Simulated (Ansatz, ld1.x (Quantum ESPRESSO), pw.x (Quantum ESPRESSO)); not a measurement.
Equation-of-state test of one TM potential (iodine (I))

* Element: iodine (I)
* Generator: ld1.x (Quantum ESPRESSO) 7.5
* Type: norm-conserving Troullier–Martins (Kleinman–Bylander form)
* Functional: PBE
* Relativity: scalar-relativistic
* Frozen core: [Kr] 4d10
* Valence charge: 7
* Reference configuration: 5s2 5p5
* Partial waves: 5s (bound): rc 1.75 bohr; 5p (bound): rc 2.15 bohr
* Local potential: all-electron potential smoothed inside 1.95 bohr (lloc = -2)
* Core correction: Bessel-smoothed model core inside 1.35 bohr

Crystal test: fcc I in pw.x 7.5, no spin, 11³ k-points, Fermi–Dirac smearing 0.01 Ry, cutoffs 55/220 Ry. The reference is all-electron LAPW (Ansatz 0.2.0) with the same functional, mesh and smearing; V0 and B0 come from Birch–Murnaghan fits to the pressures at five volumes. Errors are pseudo minus all-electron; Δ is the rms difference of the E(V) curves that follow from these fits, minima aligned, over ±6 % about the mean V0. Mesh and smearing are coarse, so the numbers serve the comparison and aren't converged zero-temperature values; the lattice is a test structure that the element need not adopt.

All-electron: a0 = 5.223 Å (V0 = 35.62 Å³/atom), B0 = 21.2 GPa.

Q: How far does the potential miss the all-electron equation of state?

A: mean pressure error (GPa): -4.79. The pressure does not cross zero within the volumes sampled, so no fit is given. This is a poor potential for the solid. The pseudo pressure rises with volume over part of the range, a mechanical instability.

```json
{"V (Å³/atom)": "33.908", "P all-electron (GPa)": "1.20", "P pseudo (GPa)": "-4.67"}
{"V (Å³/atom)": "34.801", "P all-electron (GPa)": "0.53", "P pseudo (GPa)": "-4.74"}
{"V (Å³/atom)": "35.693", "P all-electron (GPa)": "-0.05", "P pseudo (GPa)": "-4.77"}
{"V (Å³/atom)": "36.585", "P all-electron (GPa)": "-0.53", "P pseudo (GPa)": "-4.78"}
{"V (Å³/atom)": "37.478", "P all-electron (GPa)": "-0.93", "P pseudo (GPa)": "-4.76"}
```

Q: At the middle volume, how do free energy and pressure move when the wave cutoff is lowered (ecutrho kept at four times it)?

A:

```
cutoff (Ry)  shift of F (meV/atom)  shift of P (GPa)
         25                 +225.5             -1.43
         33                  +55.2             -1.30
         44                   +3.5             +0.09
```

The run at the middle volume (56 k-points, 6 iterations) took about 13 s on one core of a shared host (Neoverse-V1, 32 threads, 247 GiB, load 10).
